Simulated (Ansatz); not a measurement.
# Pb (P6_3/mmc) in Ansatz: reference runs

How does Pb come out in PBE? The cell is run as given and disturbed.

Everything below comes from runs of Ansatz 0.2.0. Logs are shortened: lines on timing, memory, paths and dates and some standing lists are left out, and cuts for length are marked.

## 1. The crystal as given

The structure is hexagonal, space group P6_3/mmc (No. 194). Conventional cell: a = 3.524 Å, b = 3.524 Å, c = 11.495 Å, α = 90.00°, β = 90.00°, γ = 120.00°. Around Pb (site symmetry -6m2) lie 12 Pb at 3.52 Å. Around Pb (site symmetry -3m) lie 12 Pb at 3.52 Å.

This isn't the form of Pb at room conditions, which is fcc.

## 2. Single point, PBE

input.yaml reads:

```yaml
crystal:
  lattice:
    - [3.5243661423, 0.0, 0.0]
    - [-1.7621830712, 3.0521906115, 0.0]
    - [0.0, 0.0, 11.49524181]
  atoms:
    - { symbol: Pb, position: [0.6666666667, 0.3333333333, 0.75] }
    - { symbol: Pb, position: [0.0, 0.0, 0.5] }
    - { symbol: Pb, position: [0.3333333333, 0.6666666667, 0.25] }
    - { symbol: Pb, position: [0.0, 0.0, 0.0] }
hamiltonian:
  xc: pbe
  pseudopotentials: { kind: paw }
kpoints:
  mp_grid: { grid: [9, 9, 3] }
scf:
  occupations: { method: fermi_dirac, width: 0.05 }
output:
  forces: true
  stress: true
  eigenvalues: true
```

Potentials or basis: Ansatz PAW.

Run with:

```sh
ansatz run input.yaml --threads 2 --pin off --max-ram 5120MiB --backend cpu --events-out ev --progress --plain --runs-dir out
```

The program printed:

```text
Warning: RAYON_NUM_THREADS=2 ignored (pool sized by the plan → 2); use --threads N
Engine: ansatz 0.2.0, aarch64-unknown-linux-gnu
Pseudopotentials: kind: paw
Pseudopotential: Pb, paw, valence charge 14, recommended cutoff 420 eV (normal), Pb.paw.azcp
Functional definition: PBE
  parameter kappa = 0.804
  parameter beta = 0.06672455060314922
  exchange = pbe_x(kappa = kappa, mu = beta*pi^2/3)
  correlation = pbe_c(beta = beta)
Crystal: 4 atoms, lattice volume = 123.655 Å³
Basis set: ecut = 420 eV, 2385 PW (Γ), exchange–correlation on 48×48×160 points (8 copies of the dense FFT grid, shifted against one another)
Bands: 34, of which v1, the nominal top of the filled ones, is band 28 counted from 1 (27 counted from 0)
Symmetry: 24 space group operations
Space group: P63/mmc (ITA 194), of the structure as read, at distance tolerance 5.0e-5 Å
k-points: 24 of 243
Non-local potential: Pb, projectors of the file, l = 0: 2, l = 1: 2, l = 2: 2, l = 3: 2
PAW form: soft (Blöchl's): semilocal exchange-correlation on the pseudo side does not see the compensation charge
PAW one-centre angular grid: Pb, 590 points (default); XC on 64 Gauss nodes
Initial density: superposition of atomic densities (neutral atoms: chi_scale 0, normalization atom), corrected by the library's trained network
Initial wavefunctions: pseudopotential atomic-orbital guess
Functional: x = pbe(κ = 0.804, μ = 0.2195149727645171), c = pbe(β = 0.06672455060314922)
SCF iter   1: F=—  HF=-47625.663140 eV  |F-HF|=—  |Δ(HF+E_count)|=         —  Δρ=1.02e-3  dr2=5.87e-3  ethr=1.77e-3  ⟨swp⟩=8.6  Hψ=4093  notcnv=0  defer=1
preconditioner: auto → Resta (q_TF=auto, 2.391 Å⁻¹)  ε∞=3.4  [insulator: Δε(μ)=0.236 eV  Ē_g=16.112 eV  σ=0.050 eV  W_gap=0.73  n_scr=38 (ndim 8)  ℏωp=25.0 eV  f_vac=0.000  D(μ)=1.05/eV (n_scr^D=4)  ε∞_Penn≈3.4]
SCF iter   2: F=—  HF=-47625.662261 eV  |F-HF|=—  |Δ(HF+E_count)|=   8.79e-4  Δρ=4.58e-4  dr2=6.08e-4  ethr=1.05e-5  ⟨swp⟩=2.1  Hψ=1467  notcnv=0  defer=3
SCF iter   3: F=—  HF=-47625.662214 eV  |F-HF|=—  |Δ(HF+E_count)|=   4.73e-5  Δρ=1.47e-4  dr2=3.13e-5  ethr=1.09e-6  ⟨swp⟩=2.0  Hψ=932  notcnv=0  defer=3
SCF iter   4: F=—  HF=-47625.662203 eV  |F-HF|=—  |Δ(HF+E_count)|=   1.06e-5  Δρ=3.83e-5  dr2=2.09e-6  ethr=5.59e-8  ⟨swp⟩=2.0  Hψ=981  notcnv=0  defer=3
iter 5 did not close the SCF: its close was put off for the readings that it lacked (scf_convergence_deferred on its scf_iter line)
SCF iter   5: F=-47625.662204 eV  HF=-47625.662204 eV  |F-HF|=2.23e-8  |Δ(HF+E_count)|=   6.46e-7  Δρ=7.22e-6  dr2=4.88e-8  ethr=3.73e-9  ⟨swp⟩=2.4  Hψ=1387  notcnv=0  defer=3
SCF iter   6: F=-47625.662204 eV  HF=-47625.662204 eV  |F-HF|=1.40e-9  |Δ(HF+E_count)|=   2.87e-8  Δρ=1.43e-6  dr2=2.04e-9  ethr=8.72e-11  ⟨swp⟩=5.3  Hψ=3557  notcnv=0
SCF 1 converged in 6 iterations: F = -47625.662204 eV  dr2 = 2.04e-9
SCF converged after 6 iterations
Free energy (F): -47625.662204 eV
Harris-Foulkes:  -47625.662204 eV  (|F-HF|=1.40e-9)
Internal energy: -47625.652940 eV  (E = F + TS)
E sigma→0 (E₀):  -47625.657572 eV
Entropy (-TS):   -0.009264 eV (-2.316 meV/atom)
Fermi energy:    10.660533 eV
--- Per-component energies (eV) ---
  E_band       = -162.277186
  E_kinetic    = 1155.120704
  E_local      = -4111.537922  (includes V_loc(G=0)·N_el)
  E_nonlocal   = 1398.235507
  E_hartree    = 1632.292459
  E_xc         = -882.932133
  E_vxc        = -529.744306  (∫ρ·V_xc dr)
  E_paw        = -41622.236302  (= ΣΔE_a)
  E_vpaw       = -1338.936202  (= ΣTr[D̂ρ^β])
  E_aug_tail   = 0.000182  (compensation charges beyond the density's cutoff)
  E_ewald      = -5194.595435
  E_smearing   = -0.009264  (= −TS)
  E_closure    = -0.000000  (closes the sum)
  Σ components = -47625.662204   (vs F -47625.662204, Δ=0.00e0)
--- Forces (eV/Å), atoms counted from 1 ---
  atom   1  Pb     0.00000000     0.00000000     0.00000000
  atom   2  Pb    -0.00000000     0.00000000     0.00000000
  atom   3  Pb     0.00000000    -0.00000000     0.00000000
  atom   4  Pb    -0.00000000    -0.00000000     0.00000000
  max |Σ_I F_I| component: 2.78e-17 eV/Å
--- Stress (GPa, compression-positive) ---
        1.098184      -0.000000      -0.000000
       -0.000000       1.098184       0.000000
       -0.000000       0.000000       1.563216
  P = ⅓ Tr σ = 1.2532 GPa (12.532 kbar)
--- Band table (eV; the first three rows and the last of 24) ---
  k-point 0: bands = ["-6.4304", "-6.4216", "-6.4027", "-6.4027", "-6.3840", "-6.3840", "-6.3804", "-6.3772", "-6.3687", "-6.3687", "-6.3221", "-6.3221", "-6.2693", "-6.2693", "-6.2511", "-6.2511", "-6.1846", "-6.1846", "-6.1370", "-6.1370", "-0.9389", "0.2150", "0.2594", "2.5919", "6.5687", "11.4111", "11.4183", "16.1313", "16.1313", "16.8990", "16.8990", "16.9754", "16.9754", "17.9011"]
  k-point 1: bands = ["-6.4283", "-6.4239", "-6.3987", "-6.3987", "-6.3898", "-6.3898", "-6.3795", "-6.3779", "-6.3583", "-6.3583", "-6.3358", "-6.3358", "-6.2644", "-6.2644", "-6.2555", "-6.2555", "-6.1701", "-6.1701", "-6.1469", "-6.1469", "-0.8075", "-0.4135", "1.1094", "2.0658", "7.3757", "9.1694", "13.9221", "16.2322", "16.2322", "16.4791", "16.5177", "16.5177", "17.3949", "17.3949"]
  k-point 2: bands = ["-6.4267", "-6.4223", "-6.3987", "-6.3932", "-6.3829", "-6.3771", "-6.3653", "-6.3577", "-6.3559", "-6.3522", "-6.3169", "-6.2957", "-6.2903", "-6.2778", "-6.2432", "-6.2417", "-6.1946", "-6.1869", "-6.1566", "-6.1344", "-0.7318", "0.4174", "0.4619", "2.7470", "6.8116", "11.5076", "11.5082", "14.1167", "15.1060", "15.1970", "15.3560", "16.3976", "16.4490", "16.4596"]
  k-point 23: bands = ["-6.4476", "-6.4476", "-6.4173", "-6.3839", "-6.3426", "-6.3426", "-6.3080", "-6.2897", "-6.2883", "-6.2883", "-6.2689", "-6.2689", "-6.2160", "-6.2160", "-6.2039", "-6.2039", "-6.1575", "-6.1417", "-6.1398", "-6.1398", "3.4871", "3.5018", "3.5018", "3.6011", "8.1278", "8.1278", "8.5347", "9.3121", "9.3121", "9.3703", "10.3067", "10.3067", "12.8067", "13.6436"]
```

Run time: 2.9 s. Hardware: 2 threads of Arm Neoverse V1, shared host; peak memory 0.39 GiB.

What came out:

- Free energy: -47625.6622 eV
- Pressure: 1.3 GPa
- Band gap on the k mesh: none (metal or under the smearing width)

Stress tensor (GPa, compression positive):
```
1.10 0.00 0.00
0.00 1.10 0.00
0.00 0.00 1.56
```

Spin-orbit coupling is left out, which matters for the levels of Pb.

## 3. Single point, PBE (atoms moved at random, drawn with an rms of 0.05 Å)

input.yaml reads:

```yaml
crystal:
  lattice:
    - [3.5243661423, 0.0, 0.0]
    - [-1.7621830712, 3.0521906115, 0.0]
    - [0.0, 0.0, 11.49524181]
  atoms:
    - { symbol: Pb, position: [0.679131, 0.341289, 0.751027] }
    - { symbol: Pb, position: [-0.015633, -0.003635, 0.503753] }
    - { symbol: Pb, position: [0.34123, 0.680854, 0.253854] }
    - { symbol: Pb, position: [0.002417, 0.001633, 0.001465] }
hamiltonian:
  xc: pbe
  pseudopotentials: { kind: paw }
kpoints:
  mp_grid: { grid: [9, 9, 3] }
scf:
  occupations: { method: fermi_dirac, width: 0.05 }
output:
  forces: true
  stress: true
  eigenvalues: true
```

Potentials or basis: Ansatz PAW.

Run with:

```sh
ansatz run input.yaml --threads 2 --pin off --max-ram 5120MiB --backend cpu --events-out ev --progress --plain --runs-dir out
```

The program printed:

```text
Warning: RAYON_NUM_THREADS=2 ignored (pool sized by the plan → 2); use --threads N
[... 5 set-up lines as earlier in the session ...]
[... 53 lines left out ...]
  max |Σ_I F_I| component: 2.29e-7 eV/Å
--- Stress (GPa, compression-positive) ---
        1.110415      -0.019206       0.004790
       -0.019206       1.092249       0.006118
        0.004790       0.006118       1.593292
  P = ⅓ Tr σ = 1.2653 GPa (12.653 kbar)
--- Band table (eV; the first three rows and the last of 122) ---
  k-point 0: bands = ["-6.4316", "-6.4226", "-6.4037", "-6.4033", "-6.3918", "-6.3841", "-6.3784", "-6.3726", "-6.3708", "-6.3695", "-6.3211", "-6.3210", "-6.2741", "-6.2695", "-6.2498", "-6.2490", "-6.1850", "-6.1840", "-6.1393", "-6.1345", "-0.9418", "0.2145", "0.2601", "2.5929", "6.5687", "11.4104", "11.4203", "16.1033", "16.1531", "16.8774", "16.8812", "16.9946", "16.9972", "17.8663"]
  k-point 1: bands = ["-6.4302", "-6.4241", "-6.4012", "-6.3998", "-6.3928", "-6.3896", "-6.3817", "-6.3722", "-6.3620", "-6.3606", "-6.3333", "-6.3328", "-6.2704", "-6.2662", "-6.2533", "-6.2513", "-6.1719", "-6.1707", "-6.1477", "-6.1439", "-0.8122", "-0.4111", "1.1086", "2.0674", "7.3757", "9.1701", "13.9223", "16.1988", "16.2443", "16.4802", "16.5183", "16.5410", "17.3701", "17.3970"]
  k-point 2: bands = ["-6.4294", "-6.4215", "-6.4004", "-6.3941", "-6.3841", "-6.3779", "-6.3670", "-6.3582", "-6.3569", "-6.3499", "-6.3165", "-6.2963", "-6.2919", "-6.2763", "-6.2440", "-6.2405", "-6.1944", "-6.1869", "-6.1576", "-6.1332", "-0.7347", "0.4168", "0.4624", "2.7482", "6.8112", "11.5073", "11.5117", "14.1189", "15.0992", "15.1934", "15.3582", "16.3868", "16.4402", "16.4709"]
  k-point 121: bands = ["-6.4875", "-6.4723", "-6.4317", "-6.4117", "-6.3910", "-6.3840", "-6.3662", "-6.3498", "-6.3377", "-6.3002", "-6.2413", "-6.2185", "-6.2119", "-6.1887", "-6.1696", "-6.1638", "-6.1564", "-6.1429", "-6.1127", "-6.1041", "1.7440", "2.0933", "3.2167", "3.7443", "7.7700", "8.0710", "8.8315", "9.6430", "10.5697", "11.7109", "12.1541", "12.6149", "13.2357", "14.2514"]
```

It took 23 s on 2 threads of Arm Neoverse V1, shared host; peak memory 0.6 GiB.

What came out:

| Quantity | Value |
| --- | --- |
| Free energy | -47625.6591 eV |
| Pressure | 1.3 GPa |
| Largest force | 0.068 eV/Å |
| Band gap on the k mesh | none (metal or under the smearing width) |

Forces on the atoms (eV/Å):
```
Pb  -0.023 -0.008  0.064
Pb   0.029  0.017 -0.049
Pb  -0.007 -0.018 -0.052
Pb   0.001  0.008  0.038
```

Stress tensor (GPa, compression positive):
```
 1.11 -0.02  0.00
-0.02  1.09  0.01
 0.00  0.01  1.59
```

The run has no spin-orbit coupling, so splittings on Pb are missing.
